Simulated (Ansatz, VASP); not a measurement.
**One calculation of Cu, two programs**

Contents of INCAR:

```
ALGO = Normal
EDIFF = 1E-6
ENCUT = 550
GGA = PE
ISIF = 2
ISMEAR = -1
LASPH = T
LCHARG = F
LMAXMIX = 4
LREAL = F
LWAVE = F
NELM = 80
PREC = Accurate
SIGMA = 0.05
```

KPOINTS

```
k-points
0
Gamma
  13 13 13
```

The input POSCAR:

```
Cu
1.0
    0.0000000000      1.8075000000      1.8075000000
    1.8075000000      0.0000000000      1.8075000000
    1.8075000000      1.8075000000      0.0000000000
Cu
1
Direct
    0.0000000000      0.0000000000      0.0000000000
```

The input KPOINTS_OPT:

```
path GXWKGLUWLK,UX
15
line-mode
reciprocal
 0.0000000000  0.0000000000  0.0000000000  G
 0.5000000000  0.0000000000  0.5000000000  X

 0.5000000000  0.0000000000  0.5000000000  X
 0.5000000000  0.2500000000  0.7500000000  W

 0.5000000000  0.2500000000  0.7500000000  W
 0.3750000000  0.3750000000  0.7500000000  K

 0.3750000000  0.3750000000  0.7500000000  K
 0.0000000000  0.0000000000  0.0000000000  G

 0.0000000000  0.0000000000  0.0000000000  G
 0.5000000000  0.5000000000  0.5000000000  L

 0.5000000000  0.5000000000  0.5000000000  L
 0.6250000000  0.2500000000  0.6250000000  U

 0.6250000000  0.2500000000  0.6250000000  U
 0.5000000000  0.2500000000  0.7500000000  W

 0.5000000000  0.2500000000  0.7500000000  W
 0.5000000000  0.5000000000  0.5000000000  L

 0.5000000000  0.5000000000  0.5000000000  L
 0.3750000000  0.3750000000  0.7500000000  K

 0.6250000000  0.2500000000  0.6250000000  U
 0.5000000000  0.0000000000  0.5000000000  X
```

input.yaml

```yaml
crystal:
  lattice:
    - [0.0, 1.8075, 1.8075]
    - [1.8075, 0.0, 1.8075]
    - [1.8075, 1.8075, 0.0]
  atoms:
    - { symbol: Cu, position: [0.0, 0.0, 0.0] }
hamiltonian:
  xc: pbe
  pseudopotentials: { kind: paw }
kpoints:
  mp_grid: { grid: [13, 13, 13] }
  band_path:
    path:
      - [[0.0, 0.0, 0.0], [0.5, 0.0, 0.5], [0.5, 0.25, 0.75], [0.375, 0.375, 0.75], [0.0, 0.0, 0.0], [0.5, 0.5, 0.5], [0.625, 0.25, 0.625], [0.5, 0.25, 0.75], [0.5, 0.5, 0.5], [0.375, 0.375, 0.75]]
      - [[0.625, 0.25, 0.625], [0.5, 0.0, 0.5]]
    npoints: 14
scf:
  occupations: { method: fermi_dirac, width: 0.05 }
  n_extra_bands: 6
output:
  forces: true
  stress: true
  eigenvalues: true
  fatbands: false
```

Alike in both runs: task band structure; functional PBE; k mesh 13 × 13 × 13; occupations fermi-dirac, width 0.05 eV; no spin polarisation.

|  | VASP | Ansatz |
| --- | --- | --- |
| version | VASP 6.6.1 | Ansatz 0.2.0 |
| potentials or method | VASP PAW PBE potentials, release 64 (Cu_GW) | Ansatz PAW |
| plane-wave cutoff (eV) | 550 | 420 |
| valence electrons in the cell | 11 | 19 |

```tsv
	VASP	Ansatz	Ansatz less VASP
gap on the k mesh at the Fermi level (eV)	none	none	-
pressure (GPa)	0.4	1.7	+1.24
```

A gap of «none» marks a metal or a gap that the smearing closes. The two sets of potentials don't hold the same shells in valence.
